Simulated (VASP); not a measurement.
Write the native input for VASP 6.6.1 that does the following.

```yaml
Task: relaxation of the atoms
Functional: PBE
Potentials_or_basis: VASP PAW PBE potentials, release 64 (Cd, Te)
Cutoff: 600 eV
k_mesh: 8 × 8 × 8
Occupations: gaussian, width 0.03 eV
Spin: no spin polarisation
Further_INCAR_settings: ALGO = Fast; EDIFF = 1e-07; IBRION = 2; EDIFFG = -0.01; NSW = 40
```

The structure of CdTe lies in POSCAR:

```
CdTe                                    
1.0
    0.0000000000      3.2889178421      3.2889178421
    3.2889178421      0.0000000000      3.2889178421
    3.2889178421      3.2889178421      0.0000000000
  Cd              Te            
     1     1
Direct
     0.0000000000000000    0.0000000000000000    0.0000000000000000
     0.2500000000000000    0.2500000000000000    0.2500000000000000
```

The cell isn't the ideal one: a relaxed cell with its volume scaled by 0.98.

These files were run (other wordings do the same):

INCAR

```
ALGO = Fast ; EDIFF = 1E-7
EDIFFG = -0.01 ; ENCUT = 600
GGA = PE ; IBRION = 2
ISIF = 2 ; ISMEAR = 0
LASPH = T ; LCHARG = F
LREAL = F ; LWAVE = F
NELM = 80 ; NSW = 40
PREC = Accurate ; SIGMA = 0.03
```

KPOINTS

```
k-points
0
Gamma
  8 8 8
```

Potentials or basis: VASP PAW PBE potentials, release 64 (Cd, Te).

The run is started by

```bash
$ cat potpaw_PBE.64/Cd/POTCAR potpaw_PBE.64/Te/POTCAR > POTCAR
$ mpirun -np 1 vasp_std > vasp.out
```

It gave:

```yaml
Pressure_after_relaxing: 0.8 GPa
Band_gap_on_the_k_mesh: 0.64 eV, direct
```

Caveat: the relaxation stopped at its first step, so nothing moved; spin-orbit coupling is left out, which moves the levels of the heavy elements.

It took 17 s on 1 thread of Intel(R) Xeon(R) 6975P-C (Granite Rapids) (shared host), peak memory 0.25 GiB.
